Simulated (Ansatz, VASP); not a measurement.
One calculation of Ti, two programs

The input INCAR:

```
SYSTEM = Ti
PREC = Accurate
ENCUT = 520
EDIFF = 1E-7
ISMEAR = -1
SIGMA = 0.05
LREAL = .FALSE.
LASPH = .TRUE.
NELM = 60
ALGO = Normal
ISIF = 2
LWAVE = .FALSE.
LCHARG = .FALSE.
GGA = PS
NBANDS = 12
```

The input KPOINTS:

```
Automatic mesh
0
G
  11 11 11
  0 0 0
```

Contents of POSCAR:

```
Ti
1.0
   -1.6651410000      1.6614080000      1.5991130000
    1.6803890000     -1.7050710000      1.6580240000
    1.6045370000      1.6444670000     -1.6427760000
Ti
1
Direct
   -0.0072040000      0.0071160000      0.0068240000
```

File input.yaml:

```yaml
crystal:
  lattice:
    - [-1.665141, 1.661408, 1.599113]
    - [1.680389, -1.705071, 1.658024]
    - [1.604537, 1.644467, -1.642776]
  atoms:
    - { symbol: Ti, position: [-0.007204, 0.007116, 0.006824] }
hamiltonian:
  xc: pbesol
  pseudopotentials: { kind: paw }
kpoints:
  mp_grid: { grid: [11, 11, 11] }
scf:
  occupations: { method: fermi_dirac, width: 0.05 }
output:
  forces: true
  stress: true
  eigenvalues: true
  write_density: true
  write_potential: true
  elf: true
  volumetric_format: npy
```

Change from the starting cell: cell strained at random at fixed volume.

Alike in both runs: task single point; functional PBEsol; k mesh 11 × 11 × 11; occupations fermi-dirac, width 0.05 eV; no spin polarisation.

```csv
,VASP,Ansatz
version,VASP 6.6.1,Ansatz 0.2.0
potentials or method,"VASP PAW PBE potentials, release 64 (Ti_sv)",Ansatz PAW
plane-wave cutoff (eV),520,420
valence electrons in the cell,12,12
```

VASP gave:

```
gap on the k mesh at the Fermi level (eV)       : none
pressure (GPa)                                  : -6.9
largest component of the traceless stress (GPa) : 1.22
```

Problem. Which values does Ansatz return?

Solution. gap on the k mesh at the Fermi level (eV): none; pressure (GPa): -6.7; largest component of the traceless stress (GPa): 1.22.

A gap of «none» marks a metal or a gap that the smearing closes. The functional is the same, so the differences come from potentials, cutoffs and numerics.

Caveats: the PAW data sets were made with another functional, which shifts forces and pressure a little (VASP); the PAW data sets come from PBE, with cores solved anew for the run's functional, which leaves a small shift of forces and pressure (Ansatz).
